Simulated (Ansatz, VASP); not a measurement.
Given: the input of a run of VASP 6.6.1 on C (Carbon). 

Contents of INCAR:

```
PREC     = Accurate       # precision mode
ENCUT    = 600            # plane-wave cutoff, eV
EDIFF    = 1E-6           # SCF threshold, eV
ISMEAR   = -1             # smearing method
SIGMA    = 0.05           # smearing width, eV
LREAL    = False          # projectors in reciprocal space
LASPH    = True           # aspherical terms in the spheres
NELM     = 60             # most SCF steps
ALGO     = Normal         # electronic algorithm
ISIF     = 3              # what is computed and relaxed
LWAVE    = False          # write WAVECAR
LCHARG   = False          # write CHGCAR
GGA      = B5             # functional
ALDAX    = 1.0          
AGGAX    = 1.0          
AGGAC    = 1.0          
ALDAC    = 0.0          
IVDW     = 12             # dispersion correction
VDW_S6   = 1.0          
VDW_S8   = 2.6996       
VDW_A1   = 0.4298       
VDW_A2   = 4.2359       
IBRION   = 2              # ionic algorithm
NSW      = 40             # ionic steps
EDIFFG   = -0.01          # ionic threshold
```

The input KPOINTS:

```
Automatic mesh
0
Gamma
  12 12 3
```

Contents of POSCAR:

```
C
1.0
    2.5221000000      0.0000000000      0.0000000000
   -1.2610500000      2.1842026709      0.0000000000
    0.0000000000      0.0000000000     12.3557000000
C
12
Direct
    0.6666666667      0.3333333333      0.3541700000
    0.3333333333      0.6666666667      0.8541700000
    0.6666666667      0.3333333333      0.1458300000
    0.3333333333      0.6666666667      0.6458300000
    0.6666666667      0.3333333333      0.4791700000
    0.3333333333      0.6666666667      0.9791700000
    0.6666666667      0.3333333333      0.0208300000
    0.3333333333      0.6666666667      0.5208300000
    0.0000000000      0.0000000000      0.8125000000
    0.0000000000      0.0000000000      0.3125000000
    0.0000000000      0.0000000000      0.6875000000
    0.0000000000      0.0000000000      0.1875000000
```

Potentials or basis: VASP PAW PBE potentials, release 64 (C).

Run with:

```bash
$ cat potpaw_PBE.64/C/POTCAR > POTCAR
$ mpirun -np 1 vasp_std > vasp.out
```

What does the same run look like in Ansatz 0.2.0? Potentials or basis there: Ansatz PAW, cutoff 420 eV.

As run (cutoffs and basis follow the program's own potentials, and thresholds, step limits or extra output files can differ):

File input.yaml:

```yaml
crystal:
  lattice:
    - [2.5221, 0.0, 0.0]
    - [-1.26105, 2.1842026709, 0.0]
    - [0.0, 0.0, 12.3557]
  atoms:
    - { symbol: C, position: [0.6666666667, 0.3333333333, 0.35417] }
    - { symbol: C, position: [0.3333333333, 0.6666666667, 0.85417] }
    - { symbol: C, position: [0.6666666667, 0.3333333333, 0.14583] }
    - { symbol: C, position: [0.3333333333, 0.6666666667, 0.64583] }
    - { symbol: C, position: [0.6666666667, 0.3333333333, 0.47917] }
    - { symbol: C, position: [0.3333333333, 0.6666666667, 0.97917] }
    - { symbol: C, position: [0.6666666667, 0.3333333333, 0.02083] }
    - { symbol: C, position: [0.3333333333, 0.6666666667, 0.52083] }
    - { symbol: C, position: [0.0, 0.0, 0.8125] }
    - { symbol: C, position: [0.0, 0.0, 0.3125] }
    - { symbol: C, position: [0.0, 0.0, 0.6875] }
    - { symbol: C, position: [0.0, 0.0, 0.1875] }
hamiltonian:
  xc: blyp
  pseudopotentials: { kind: paw }
  dispersion: d3bj
kpoints:
  mp_grid: { grid: [12, 12, 3] }
scf:
  occupations: { method: fermi_dirac, width: 0.05 }
output:
  forces: true
  stress: true
relax:
  f_tol: 0.01
  max_steps: 40
  cell: { stress_tol: 0.05 }
```

Potentials or basis: Ansatz PAW.

Run with:

```sh
$ ansatz run input.yaml --threads 4 --pin off --max-ram 11264MiB --backend cpu --events-out ev --progress --plain --runs-dir out
```

Both were run:

|  | VASP | Ansatz |
| --- | --- | --- |
| Relaxed volume | 5.69 Å³/atom | 5.69 Å³/atom |
| Relaxed cell | a = 2.519 Å, b = 2.519 Å, c = 12.419 Å, α = 90.00°, β = 90.00°, γ = 120.00° | a = 2.519 Å, b = 2.519 Å, c = 12.420 Å, α = 90.00°, β = 90.00°, γ = 120.00° |
| Space group after relaxing | P6_3/mmc (No. 194) | P6_3/mmc (No. 194) |
| Pressure after relaxing | 0.1 GPa | 0.0 GPa |

Ansatz's pressure holds a Pulay term of +1.21 GPa for its cutoff of 420 eV, which the other run lacks.

VASP's potentials were made for PBE. Ansatz's potentials were made for PBE.

Where Ansatz's input types no cutoff or centring, it takes its own default and a Γ-centred mesh.

Pressure is positive in compression.
